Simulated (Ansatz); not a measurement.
CsI:
```
CsI
1.0
    4.66629     0.00000     0.00000
    0.00000     4.66629     0.00000
    0.00000     0.00000     4.66629
Cs I
1 1
Direct
  0.00000   0.00000   0.00000
  0.50000   0.50000   0.50000
```

Relaxed with PBE.

### Question
Give the optical modes at the zone centre with their infrared and Raman activity from DFPT, plane-wave PAW PBE (Ansatz code).

### Answer
Transverse frequencies, without the LO–TO term; a row sums one degenerate level.

| ω (cm⁻¹) | degeneracy | IR ((D/Å)²/amu) | Raman (Å⁴/amu) | activity | symmetry |
|---|---|---|---|---|---|
| 47 | 3 | 1.87 | 0 | IR | T1u |

### Question
How high does the top mode go among those that the LO–TO term moves?

### Answer
79 cm⁻¹ for q along x.

Space group Pm-3m (CsCl type). The PBE relaxation kept the symmetry of its start; phonons on a q-mesh show no instability. Scalar-relativistic: spin–orbit coupling is off unless named, which matters more the heavier the elements.

Potentials: the later of the program's two PAW sets.
